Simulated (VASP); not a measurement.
# ZnS (F-43m) in VASP: further runs

Aim: see how the results for ZnS move with the level of theory and the settings. Levels: PBEsol, r2SCAN. Tasks: band structure.

Everything below comes from runs of VASP 6.6.1. Logs are shortened: lines on timing, memory, paths and dates and some standing lists are left out, and cuts for length are marked.

**Experimental background.**

From “Electronic, vibrational, and thermodynamic properties of ZnS (zincblende and rocksalt structure)”, 2009, arxiv:0911.5022, for a bulk crystal of ZnS at 19 K: band gap 3.85 eV (direct).

How close the calculation comes is told below.

### Step 1. Starting point

It takes space group F-43m (No. 216, cubic). Conventional cell: a = 5.361 Å, b = 5.361 Å, c = 5.361 Å, α = 90.00°, β = 90.00°, γ = 90.00°. Zn (site symmetry -43m) is surrounded by 4 S at 2.32 Å. S (site symmetry -43m) is surrounded by 4 Zn at 2.32 Å.

### Step 2. Band structure, PBEsol

INCAR

```
SYSTEM = ZnS
ALGO = Fast
EDIFF = 1E-7
ENCUT = 520
GGA = PS
ICORELEVEL = 1
ISIF = 2
ISMEAR = 0
LASPH = .True.
LCHARG = .False.
LREAL = .False.
LWAVE = .False.
NBANDS = 16
NELM = 80
PREC = Accurate
SIGMA = 0.03
```

KPOINTS

```
k-points
0
Gamma
  10 10 10
  0 0 0
```

POSCAR

```
ZnS                                     
1.0
    0.0000000000      2.6803314388      2.6803314388
    2.6803314388      0.0000000000      2.6803314388
    2.6803314388      2.6803314388      0.0000000000
  Zn              S             
     1     1
Direct
     0.2500000000000000    0.2500000000000000    0.2500000000000000
     0.0000000000000000    0.0000000000000000    0.0000000000000000
```

KPOINTS_OPT

```
explicit points
209
Reciprocal
 0.0000000000  0.0000000000  0.0000000000 1
 0.0263157895  0.0000000000  0.0263157895 1
 0.0526315789  0.0000000000  0.0526315789 1
 0.0789473684  0.0000000000  0.0789473684 1
 0.1052631579  0.0000000000  0.1052631579 1
 0.1315789474  0.0000000000  0.1315789474 1
[... 201 lines left out ...]
 0.4250000000  0.0000000000  0.4250000000 1
 0.4500000000  0.0000000000  0.4500000000 1
```

Potentials or basis: VASP PAW PBE potentials, release 64 (Zn, S).

Run with:

```sh
$ cat potpaw_PBE.64/Zn/POTCAR potpaw_PBE.64/S/POTCAR > POTCAR
$ mpirun -np 1 vasp_std > vasp.out
```

OUTCAR:

```text
SYSTEM = ZnS
   EDIFF = 1E-7
   ENCUT = 520
   GGA = PS
   ISIF = 2
   ISMEAR = 0
   LASPH = .True.
   LREAL = .False.
   NELM = 80
   PREC = Accurate

 ion  position               nearest neighbor table
   1  0.250  0.250  0.250-   2 2.32   2 2.32   2 2.32   2 2.32
   2  0.000  0.000  0.000-   1 2.32   1 2.32   1 2.32   1 2.32

  LATTYP: Found a face centered cubic cell.
 ALAT       =     5.3606628776

  Lattice vectors:

 A1 = (   0.0000000000,   2.6803314388,   2.6803314388)
 A2 = (   2.6803314388,   0.0000000000,   2.6803314388)
 A3 = (   2.6803314388,   2.6803314388,   0.0000000000)

Analysis of symmetry for initial positions (statically):
=====================================================================
 Subroutine PRICEL returns:
 Original cell was already a primitive cell.

 Routine SETGRP: Setting up the symmetry group for a
 face centered cubic supercell.

 Subroutine GETGRP returns: Found 24 space group operations
 (whereof 24 operations were pure point group operations)
 out of a pool of 48 trial point group operations.

The static configuration has the point symmetry T_d .

Analysis of symmetry for dynamics (positions and initial velocities):
=====================================================================
 Subroutine PRICEL returns:
 Original cell was already a primitive cell.

 Routine SETGRP: Setting up the symmetry group for a
 face centered cubic supercell.

 Subroutine GETGRP returns: Found 24 space group operations
 (whereof 24 operations were pure point group operations)
 out of a pool of 48 trial point group operations.

The dynamic configuration has the point symmetry T_d .

 Subroutine INISYM returns: Found 24 space group operations
 (whereof 24 operations are pure point group operations),
 and found     1 'primitive' translations

----------------------------------------------------------------------------------------

                                     Primitive cell

  volume of cell :      38.5119

  direct lattice vectors                    reciprocal lattice vectors
     0.000000000  2.680331439  2.680331439    -0.186544094  0.186544094  0.186544094
     2.680331439  0.000000000  2.680331439     0.186544094 -0.186544094  0.186544094
     2.680331439  2.680331439  0.000000000     0.186544094  0.186544094 -0.186544094

  length of vectors
     3.790561072  3.790561072  3.790561072     0.323103849  0.323103849  0.323103849

  position of ions in fractional coordinates (direct lattice)
     0.250000000  0.250000000  0.250000000
     0.000000000  0.000000000  0.000000000

  ion indices of the primitive-cell ions
   primitive index   ion index
                 1           1
                 2           2

----------------------------------------------------------------------------------------

 KPOINTS: k-points

Automatic generation of k-mesh.
 Grid dimensions read from file:
 generate k-points for:   10   10   10

 Generating k-lattice:

  Cartesian coordinates                     Fractional coordinates (reciprocal lattice)
    -0.018654409  0.018654409  0.018654409     0.100000000  0.000000000  0.000000000
     0.018654409 -0.018654409  0.018654409     0.000000000  0.100000000  0.000000000
     0.018654409  0.018654409 -0.018654409     0.000000000  0.000000000  0.100000000

  Length of vectors
     0.032310385  0.032310385  0.032310385

  Shift w.r.t. Gamma in fractional coordinates (k-lattice)
     0.000000000  0.000000000  0.000000000

 Subroutine IBZKPT returns following result:
 ===========================================

 Found     47 irreducible k-points:

 Following reciprocal coordinates:
            Coordinates               Weight
  0.000000  0.000000  0.000000      1.000000
  0.100000  0.000000  0.000000      8.000000
  0.200000  0.000000  0.000000      8.000000
  0.300000  0.000000  0.000000      8.000000
  0.400000  0.000000  0.000000      8.000000
  0.500000  0.000000  0.000000      4.000000
[... 16 lines left out ...]
  0.300000  0.300000  0.000000      6.000000
  0.400000  0.300000  0.000000     24.000000
 [... further k-points ...]
   k-points           NKPTS =     47   k-points in BZ     NKDIM =     47   number of bands    NBANDS=     16
   number of dos      NEDOS =    301   number of ions     NIONS =      2
   total plane-waves  NPLWV =  21952
   dimension x,y,z NGX =    28 NGY =   28 NGZ =   28
   dimension x,y,z NGXF=    56 NGYF=   56 NGZF=   56
   ions per type =               1   1
   NGX,Y,Z   is equivalent  to a cutoff of  12.28, 12.28, 12.28 a.u.
   NGXF,Y,Z  is equivalent  to a cutoff of  24.56, 24.56, 24.56 a.u.
 SYSTEM =  ZnS
   PREC   = accura    normal or accurate (medium, high low for compatibility)
   ISTART =      0    job   : 0-new  1-cont  2-samecut
   ICHARG =      2    charge: 1-file 2-atom 10-const
   ISPIN  =      1    spin polarized calculation?
   LNONCOLLINEAR =      F non collinear calculations
   LSORBIT =      F    spin-orbit coupling
   LASPH  =      T    aspherical Exc in radial PAW
   ENCUT  =  520.0 eV  38.22 Ry    6.18 a.u.   7.05  7.05  7.05*2*pi/ulx,y,z
   NELM   =     80;   NELMIN=  2; NELMDL= -5     # of ELM steps
   EDIFF  = 0.1E-06   stopping-criterion for ELM
   LREAL  =      F    real-space projection
   EDIFFG = 0.1E-05   stopping-criterion for IOM
   NSW    =      0    number of steps for IOM
   IBRION =     -1    ionic relax: 0-MD 1-quasi-New 2-CG
   NFREE  =      0    steps in history (QN), initial steepest desc. (CG)
   ISIF   =      2    stress and relaxation
   ISYM   =      2    0-nonsym 1-usesym 2-fastsym
   POTIM  = 0.5000    time-step for ionic-motion
   TEBEG  =    0.0;   TEEND  =   0.0 temperature during run
   PSTRESS=    0.0 pullay stress
   NELECT =      18.0000    total number of electrons
   NUPDOWN=      -1.0000    fix difference up-down
   EMIN   =  10.00;   EMAX   =-10.00  energy-range for DOS
   EFERMI =   0.00;   METHOD = LEGACY
   ISMEAR =     0;   SIGMA  =   0.03  broadening in eV -4-tet -1-fermi 0-gaus
   EFERMI_NEDOS =   21; number of points for ismear=-14 and -15
   IALGO  =     68    algorithm
   IMIX   =      4    mixing-type and parameters
     AMIX     =   0.40;   BMIX     =  1.00
     AMIX_MAG =   1.60;   BMIX_MAG =  1.00
  volume/ion in A,a.u.               =      19.26       129.95
  Fermi-wavevector in a.u.,A,eV,Ry     =   1.270478  2.400855 21.961361  1.614114
  Thomas-Fermi vector in A             =   2.403463
   LORBIT       =      0    0 simple, 1 ext, 2 COOP (PROOUT), +10 PAW based schemes
   GGA     = PS    functional components
   LHFCALC =     F    Hartree Fock is set to
   AEXX    =    0.0000 exact exchange contribution
   IVDW    =     0    specifies the selected vdW correction
   LEPSILON=     F    determine dielectric tensor
   LRPA    =     F    only Hartree local field effects (RPA)
 non-spin polarized calculation
 RMM-DIIS sequential band-by-band and
 Gauss-broadening in eV      SIGMA  =   0.03
  energy-cutoff  :      520.00
  volume of cell :       38.51
 maximum number of plane-waves:      1056
   NGX = 15   NGY = 15   NGZ = 15

 number of electron      18.0000014 magnetization

 Free energy of the ion-electron system (eV)
  ---------------------------------------------------
  ext. energy  EPLUGINS =         0.00000000
  ---------------------------------------------------
  free energy    TOTEN  =        -7.58900387 eV

  energy without entropy =       -7.58900387  energy(sigma->0) =       -7.58900387

 the core state eigenenergies are
   1-  1s  -9518.2293  2s  -1151.7607  2p   -997.4138  3s   -122.7778  3p    -76.9403

   2-  1s  -2396.4955  2s   -202.6045  2p   -147.3728

 E-fermi :   2.3891     XC(G=0):  -9.9636

 val. band max:        2.2416161550   @ k =   0.0000   0.0000   0.0000
 cond. band min:       4.3244623972   @ k =   0.0000   0.0000   0.0000
 fundamental gap:      2.0828462421
 Fermi energy:         2.3890598555

 k-point     1 :       0.0000    0.0000    0.0000
  band No.  band energies     occupation
      1     -11.0860      2.00000
      2      -4.2306      2.00000
      3      -4.2306      2.00000
      4      -4.2306      2.00000
      5      -3.7023      2.00000
      6      -3.7023      2.00000
[... 8 lines left out ...]
     15      14.0059      0.00000
     16      14.0168      0.00000

 k-point     2 :       0.1000    0.0000    0.0000
  band No.  band energies     occupation
      1     -11.0060      2.00000
      2      -4.2332      2.00000
      3      -4.2160      2.00000
      4      -4.2160      2.00000
      5      -3.7038      2.00000
      6      -3.7038      2.00000
[... 8 lines left out ...]
     15      13.5273      0.00000
     16      14.6152      0.00000

 k-point     3 :       0.2000    0.0000    0.0000
  band No.  band energies     occupation
      1     -10.7846      2.00000
      2      -4.2221      2.00000
      3      -4.1800      2.00000
      4      -4.1800      2.00000
      5      -3.7040      2.00000
      6      -3.7040      2.00000
[... 8 lines left out ...]
     15      13.0853      0.00000
     16      14.6151      0.00000

 k-point     4 :       0.3000    0.0000    0.0000
  band No.  band energies     occupation
      1     -10.4824      2.00000
      2      -4.1421      2.00000
      3      -4.1417      2.00000
      4      -4.1417      2.00000
      5      -3.6952      2.00000
      6      -3.6952      2.00000
[... 8 lines left out ...]
     15      13.4690      0.00000
     16      14.0391      0.00000
[... 324 lines left out ...]
 k-point    22 :      -0.2000    0.2000    0.0000
  band No.  band energies     occupation
      1     -10.3801      2.00000
      2      -4.1406      2.00000
      3      -4.1153      2.00000
      4      -4.1092      2.00000
      5      -3.7264      2.00000
      6      -3.6623      2.00000
[... 8 lines left out ...]
     15      15.1338      0.00000
     16      16.8811      0.00000

 k-point    23 :       0.3000    0.3000    0.0000
  band No.  band energies     occupation
      1     -10.2798      2.00000
      2      -4.3068      2.00000
      3      -4.0193      2.00000
      4      -4.0193      2.00000
      5      -3.7388      2.00000
      6      -3.6492      2.00000
[... 8 lines left out ...]
     15      15.0987      0.00000
     16      18.9169      0.00000

 k-point    24 :       0.4000    0.3000    0.0000
  band No.  band energies     occupation
      1     -10.0633      2.00000
      2      -4.2749      2.00000
      3      -3.9715      2.00000
      4      -3.9636      2.00000
      5      -3.6820      2.00000
      6      -3.6410      2.00000
[... 8 lines left out ...]
     15      15.6591      0.00000
     16      18.1661      0.00000

 [... further k-points ...]

------------------------ aborting loop because EDIFF is reached ----------------------------------------

  FORCE on cell =-STRESS in cart. coord.  units (eV):
  Direction    XX          YY          ZZ          XY          YZ          ZX
  --------------------------------------------------------------------------------------
  -------------------------------------------------------------------------------------
  Total        0.0060260      0.0060260      0.0060260      0.0000000      0.0000000      0.0000000
  in kB        0.2506953      0.2506953      0.2506953      0.0000000      0.0000000      0.0000000
  external PRESSURE =       0.2506953 kB  Pullay stress =       0.0000000 kB

 VOLUME and BASIS-vectors are now :
 -----------------------------------------------------------------------------
  energy-cutoff  :      520.00
  volume of cell :       38.51
      direct lattice vectors                 reciprocal lattice vectors
     0.000000000  2.680331439  2.680331439    -0.186544094  0.186544094  0.186544094
     2.680331439  0.000000000  2.680331439     0.186544094 -0.186544094  0.186544094
     2.680331439  2.680331439  0.000000000     0.186544094  0.186544094 -0.186544094

 POSITION                                       TOTAL-FORCE (eV/Angst)
 -----------------------------------------------------------------------------------
      1.34017      1.34017      1.34017        -0.000000     -0.000000     -0.000000
      0.00000      0.00000      0.00000         0.000000      0.000000      0.000000
 -----------------------------------------------------------------------------------
    total drift:                               -0.000002     -0.000002     -0.000002

  FREE ENERGIE OF THE ION-ELECTRON SYSTEM (eV)
  ---------------------------------------------------
  free  energy   TOTEN  =        -7.5890038700 eV

  energy  without entropy=       -7.5890038700  energy(sigma->0) =       -7.58900387
```

Wall time 50 s (1 thread of AMD EPYC 9R45 (Zen 5), shared host); peak memory 0.16 GiB.

Results:

```
Free energy             : -7.5890 eV
Pressure                : 0.0 GPa
Band gap on the k mesh  : 2.08 eV, direct
Band gap along the path : 2.08 eV, direct
```

Levels at the corners of the path, in eV from the valence-band top:
| point | band 5 | band 6 | band 7 | band 8 | band 9 | band 10 | band 11 | band 12 | band 13 | band 14 |
| --- | --- | --- | --- | --- | --- | --- | --- | --- | --- | --- |
| Γ | -5.94 | -5.94 | 0.00 | 0.00 | 0.00 | 2.08 | 6.29 | 6.29 | 6.29 | 11.76 |
| X | -5.86 | -5.72 | -4.70 | -2.34 | -2.34 | 3.18 | 3.96 | 11.00 | 12.04 | 12.04 |
| X | -5.86 | -5.72 | -4.70 | -2.34 | -2.34 | 3.18 | 3.96 | 11.00 | 12.04 | 12.04 |
| W | -5.98 | -5.51 | -4.76 | -2.92 | -2.86 | 5.56 | 6.11 | 7.81 | 8.08 | 12.52 |
| W | -5.98 | -5.51 | -4.76 | -2.92 | -2.86 | 5.56 | 6.11 | 7.81 | 8.08 | 12.52 |
| K | -5.91 | -5.57 | -4.79 | -3.28 | -1.90 | 3.97 | 5.94 | 9.34 | 9.78 | 10.66 |
| K | -5.91 | -5.57 | -4.79 | -3.28 | -1.90 | 3.97 | 5.94 | 9.34 | 9.78 | 10.66 |
| Γ | -5.94 | -5.94 | 0.00 | 0.00 | 0.00 | 2.08 | 6.29 | 6.29 | 6.29 | 11.76 |
| Γ | -5.94 | -5.94 | 0.00 | 0.00 | 0.00 | 2.08 | 6.29 | 6.29 | 6.29 | 11.76 |
| L | -5.91 | -5.74 | -5.52 | -0.91 | -0.91 | 3.24 | 6.82 | 6.82 | 8.79 | 12.07 |
| L | -5.91 | -5.74 | -5.52 | -0.91 | -0.91 | 3.24 | 6.82 | 6.82 | 8.79 | 12.07 |
| U | -5.91 | -5.57 | -4.79 | -3.28 | -1.90 | 3.97 | 5.94 | 9.34 | 9.78 | 10.66 |
| U | -5.91 | -5.57 | -4.79 | -3.28 | -1.90 | 3.97 | 5.94 | 9.34 | 9.78 | 10.66 |
| W | -5.98 | -5.51 | -4.76 | -2.92 | -2.86 | 5.56 | 6.11 | 7.81 | 8.08 | 12.52 |
| W | -5.98 | -5.51 | -4.76 | -2.92 | -2.86 | 5.56 | 6.11 | 7.81 | 8.08 | 12.52 |
| L | -5.91 | -5.74 | -5.52 | -0.91 | -0.91 | 3.24 | 6.82 | 6.82 | 8.79 | 12.07 |
| L | -5.91 | -5.74 | -5.52 | -0.91 | -0.91 | 3.24 | 6.82 | 6.82 | 8.79 | 12.07 |
| K | -5.91 | -5.57 | -4.79 | -3.28 | -1.90 | 3.97 | 5.94 | 9.34 | 9.78 | 10.66 |
| U | -5.91 | -5.57 | -4.79 | -3.28 | -1.90 | 3.97 | 5.94 | 9.34 | 9.78 | 10.66 |
| X | -5.86 | -5.72 | -4.70 | -2.34 | -2.34 | 3.18 | 3.96 | 11.00 | 12.04 | 12.04 |

Core levels (eV, on the scale of the bands):
```csv
atom,levels
1 Zn,"1s -9518.2, 2s -1151.8, 2p -997.4, 3s -122.8, 3p -76.9"
2 S,"1s -2396.5, 2s -202.6, 2p -147.4"
```

Caveat: the PAW data sets were made with another functional, which shifts forces and pressure a little.

### Step 3. Band structure, r2SCAN

INCAR

```
SYSTEM = ZnS
ALGO = Normal
EDIFF = 1E-7
ENCUT = 520
ISIF = 2
ISMEAR = 0
LASPH = .True.
LCHARG = .False.
LMIXTAU = .True.
LREAL = .False.
LWAVE = .False.
METAGGA = R2SCAN
NBANDS = 16
NELM = 80
PREC = Accurate
SIGMA = 0.03
```

KPOINTS is that of step 2.

POSCAR is that of step 2.

KPOINTS_OPT is that of step 2.

Potentials or basis: VASP PAW PBE potentials, release 64 (Zn, S).

Run with:

```sh
$ cat potpaw_PBE.64/Zn/POTCAR potpaw_PBE.64/S/POTCAR > POTCAR
$ mpirun -np 1 vasp_std > vasp.out
```

Run time: 3.7 min. Hardware: 1 thread of AMD EPYC 9R45 (Zen 5), shared host; peak memory 0.17 GiB.

Results (log left out):

* Free energy: -18.8640 eV
* Pressure: 1.3 GPa
* Band gap on the k mesh: 2.79 eV, direct
* Band gap along the path: 2.79 eV, direct

Levels at the corners of the path, in eV from the valence-band top:
| point | band 5 | band 6 | band 7 | band 8 | band 9 | band 10 | band 11 | band 12 | band 13 | band 14 |
| --- | --- | --- | --- | --- | --- | --- | --- | --- | --- | --- |
| Γ | -6.02 | -6.02 | 0.00 | 0.00 | 0.00 | 2.79 | 6.88 | 6.88 | 6.88 | 12.33 |
| X | -5.94 | -5.80 | -4.71 | -2.37 | -2.37 | 3.67 | 4.48 | 11.95 | 12.99 | 12.99 |
| X | -5.94 | -5.80 | -4.71 | -2.37 | -2.37 | 3.67 | 4.48 | 11.95 | 12.99 | 12.99 |
| W | -6.07 | -5.60 | -4.76 | -2.93 | -2.88 | 6.04 | 6.71 | 8.53 | 8.69 | 13.55 |
| W | -6.07 | -5.60 | -4.76 | -2.93 | -2.88 | 6.04 | 6.71 | 8.53 | 8.69 | 13.55 |
| K | -5.98 | -5.66 | -4.80 | -3.30 | -1.93 | 4.49 | 6.50 | 10.05 | 10.48 | 11.59 |
| K | -5.98 | -5.66 | -4.80 | -3.30 | -1.93 | 4.49 | 6.50 | 10.05 | 10.48 | 11.59 |
| Γ | -6.02 | -6.02 | 0.00 | 0.00 | 0.00 | 2.79 | 6.88 | 6.88 | 6.88 | 12.33 |
| Γ | -6.02 | -6.02 | 0.00 | 0.00 | 0.00 | 2.79 | 6.88 | 6.88 | 6.88 | 12.33 |
| L | -5.99 | -5.82 | -5.56 | -0.92 | -0.92 | 3.86 | 7.38 | 7.38 | 9.51 | 12.99 |
| L | -5.99 | -5.82 | -5.56 | -0.92 | -0.92 | 3.86 | 7.38 | 7.38 | 9.51 | 12.99 |
| U | -5.98 | -5.66 | -4.80 | -3.30 | -1.93 | 4.49 | 6.50 | 10.05 | 10.48 | 11.59 |
| U | -5.98 | -5.66 | -4.80 | -3.30 | -1.93 | 4.49 | 6.50 | 10.05 | 10.48 | 11.59 |
| W | -6.07 | -5.60 | -4.76 | -2.93 | -2.88 | 6.04 | 6.71 | 8.53 | 8.69 | 13.55 |
| W | -6.07 | -5.60 | -4.76 | -2.93 | -2.88 | 6.04 | 6.71 | 8.53 | 8.69 | 13.55 |
| L | -5.99 | -5.82 | -5.56 | -0.92 | -0.92 | 3.86 | 7.38 | 7.38 | 9.51 | 12.99 |
| L | -5.99 | -5.82 | -5.56 | -0.92 | -0.92 | 3.86 | 7.38 | 7.38 | 9.51 | 12.99 |
| K | -5.98 | -5.66 | -4.80 | -3.30 | -1.93 | 4.49 | 6.50 | 10.05 | 10.48 | 11.59 |
| U | -5.98 | -5.66 | -4.80 | -3.30 | -1.93 | 4.49 | 6.50 | 10.05 | 10.48 | 11.59 |
| X | -5.94 | -5.80 | -4.71 | -2.37 | -2.37 | 3.67 | 4.48 | 11.95 | 12.99 | 12.99 |

Caveat: the PAW data sets were made with another functional, which shifts forces and pressure a little.

### Step 4. Comparison with measurements

Step 2. Against the measured gap of ZnS, 3.85 eV (direct; 19 K; quoted in “Electronic, vibrational, and thermodynamic properties of ZnS (zincblende and rocksalt structure)”, 2009, arxiv:0911.5022), the calculated 2.08 eV is off by -1.77 eV. The value is that of PBEsol, without temperature or zero-point motion. Semilocal functionals fall short of measured gaps as a rule.

Step 3. Against the measured gap of ZnS, 3.85 eV (direct; 19 K; quoted in “Electronic, vibrational, and thermodynamic properties of ZnS (zincblende and rocksalt structure)”, 2009, arxiv:0911.5022), the calculated 2.79 eV is off by -1.06 eV. The value is that of r2SCAN, without temperature or zero-point motion.
